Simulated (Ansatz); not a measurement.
# Selenium, beta-Sn type under BLYP: ground state and equation of state

What does BLYP give for selenium in the beta-Sn type structure? We relax it, solve it on a dense k-mesh, then scale the cell to 7 volumes from 88 to 112 % of the relaxed one and try a fit of the equation of state. Spin polarisation is left out. The k-meshes are 12×12×8 for the relaxation; 21×21×11 for the dense run; 14×14×8 for the volumes.

Program: Ansatz 0.2.0. Level of theory: DFT BLYP, plane waves (420 eV) with PAW, scalar-relativistic; the PAW data stem from PBE, with regenerated cores. These are calculated values, not measurements.

## 1. The system as given

The structure is tetragonal, space group I4_1/amd (No. 141). Conventional cell: a = 5.515 Å, b = 5.515 Å, c = 3.011 Å, α = 90.00°, β = 90.00°, γ = 90.00°. Se (site symmetry -4m2) is surrounded by 6 Se at 2.86 to 3.01 Å.

As a file:

```
Se
1.0
    -2.75760    2.75760    1.50565
     2.75760   -2.75760    1.50565
     2.75760    2.75760   -1.50565
Se
2
Direct
  0.00000 0.00000 0.00000
  0.75000 0.25000 0.50000
```

## 2. Geometry optimisation

input.yaml reads:

```yaml
crystal:
  lattice:
    - [-2.7576008224, 2.7576008224, 1.5056500491]
    - [2.7576008224, -2.7576008224, 1.5056500491]
    - [2.7576008224, 2.7576008224, -1.5056500491]
  atoms:
    - { symbol: Se, position: [0.0, 0.0, 0.0] }
    - { symbol: Se, position: [0.75, 0.25, 0.5] }
hamiltonian:
  xc: blyp
  pseudopotentials:
    kind: paw
    azcp:
      Se: "pseudopotentials/Se.paw.azcp"
basis:
  ecutwfc: 420
  fft_grid_basis: typed
kpoints:
  mp_grid: { grid: [12, 12, 8], shift: [0, 0, 0] }
magnetization:
  spin_polarized: false
scf:
  occupations: { method: fermi_dirac, width: 0.1 }
relax:
  max_steps: 60
  f_tol: 0.01
  cell: {}
output:
  write_density: true
  write_potential: true
  elf: true
  volumetric_format: npy
```

Further steps of the session: Single point on a dense mesh; The cell scaled to 88 % of its volume; The cell scaled to 92 % of its volume; The cell scaled to 96 % of its volume; The cell scaled to 100 % of its volume; The cell scaled to 104 % of its volume; The cell scaled to 108 % of its volume; The cell scaled to 112 % of its volume.

**Question.** What will these runs give? Wanted: space group; conventional cell; volume; shortest distance; gap on the mesh; relative to trigonal; highest ELF outside the cores; V₀, B₀, B₀′.

**Answer**, as computed:

```
                            quantity                                               value
      space group (spins left aside)                                       C2/c (No. 15)
                   conventional cell  a = 2.929 Å, b = 14.415 Å, c = 4.690 Å, β = 90.43°
                              volume                                      49.502 Å³/atom
                   shortest distance                                             2.583 Å
                     gap on the mesh                        none (levels filled in part)
relative to trigonal (grey) selenium                                       +193 meV/atom
       highest ELF outside the cores                  0.90, 0.86 Å from the nearest atom
                         V₀, B₀, B₀′                         49.381 Å³/atom, 25 GPa, 4.5
```

**Reading.** From the guessed start the volume grew by 116.2 % in 55 steps. The cell has left its prototype: it ends as C2/c. What follows belongs to that structure, not to the type named at the start. The mesh has less symmetry than the lattice, which may have let the distortion in. Against the reference form of selenium (trigonal (grey) selenium, computed apart with the same settings) it stands 193 meV/atom higher. No gap shows: it is a metal or semimetal at this level. The fitted modulus is 25 GPa; letting shape and positions relax at each volume could only lower it.
